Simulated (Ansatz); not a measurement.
Method: DFT PBE, scalar-relativistic, plane waves, PAW in Ansatz 0.2.0. All cells share a 420 eV cutoff and Γ-centred k meshes spaced at most about 0.3 Å⁻¹ (about 0.25 or finer for metals, 2π included). No spin polarisation.

The zero of energy is the elements' standard structures at the same level; no fitted shifts are applied.

These are static total energies at zero pressure. Only the structures computed here compete, so a lower one can exist. These runs have no spin–orbit coupling, which can matter for Hf. The reference form of C is held partly by dispersion forces, which this level lacks.

A search for Hf₃C₂ gave 6 distinct relaxed structures. Coordination counts C atoms around Hf (those within 1.25 times the shortest such distance or 1.15 times the sum of covalent radii; a slash parts the counts of unlike sites). Cells relaxed within their symmetry can be saddle points.

Problem. Which structure of Hf₃C₂ came out lowest?

Solution. The one with space group P-3m1 (No. 164), reached from: Al3Ni2 type (P-3m1). It has a = 3.305 Å, c = 7.932 Å, 15.0 Å³/atom, no gap on the mesh. Hf on a site of symmetry -3m has 6 C at 2.35 Å and 12 Hf at 3.19–3.30 Å; around Hf on a site of symmetry 3m lie 3 C at 2.24 Å and 9 Hf at 3.19–3.30 Å; C has 6 Hf at 2.24–2.35 Å. Its energy over the elements is −0.76 eV/atom. Whether it is stable depends on the other phases of the system, which aren't compared here. An observed structure of this formula, if there is one, may be missing.

```
Hf C
1.0
     3.30464    0.00000    0.00000
    -1.65232    2.86190    0.00000
     0.00000    0.00000    7.93242
Hf C
3 2
Direct
  0.00000 0.00000 0.00000
  0.33333 0.66667 0.67825
  0.66667 0.33333 0.32175
  0.33333 0.66667 0.17391
  0.66667 0.33333 0.82609
```

Problem. How much higher is the P6/mmm structure with 18.8 Å³/atom and coordination Hf 2/6 (reached from: random cell)?

Solution. 1.76 eV/atom. It has no gap on its mesh. It holds C–C pairs (shortest 1.37 Å).

Problem. How much higher is the R-3m structure with 17.3 Å³/atom and coordination Hf 1/2 (reached from: Li3Ga2 type (R-3m))?

Solution. 1.94 eV/atom. It has no gap on its mesh.

Some structure types and database cells were kept out of the candidates from the start, so a known form may be missing.
